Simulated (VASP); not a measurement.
Data:

```
CELL_PARAMETERS angstrom
      6.29076     0.00000     0.00000
      0.00000     6.29076     0.00000
      0.00000     0.00000     6.29076
ATOMIC_POSITIONS crystal
  Cs 0.00000 0.00000 0.00000
  Pb 0.50000 0.50000 0.50000
  I  0.50000 0.00000 0.50000
  I  0.00000 0.50000 0.50000
  I  0.50000 0.50000 0.00000
```

Level of theory: PBE GGA, VASP's PBE PAW potentials (set 64) (plane waves; VASP). Run with 520 eV cut-off, 4×4×4 Γ-centred mesh, Gaussian smearing of 0.050 eV, potentials Cs_sv Pb_d I.

Q: The job: CsPbI₃ (cubic perovskite), 5 atoms, PBE, static run, 520 eV, 4×4×4 Γ-centred mesh. Roughly how much core time does it take on a busy server core?

A: About 50 core-seconds (one run on a shared machine, a rough figure). It had 10 irreducible k-points, 26 bands, up to 6776 plane waves and 15 electronic steps.

The compound is CsPbI3 in the cubic perovskite structure, the ideal cubic form; the compound distorts at low or room temperature. This cell is one point of a volume scan, at 0.97 of the reference volume.
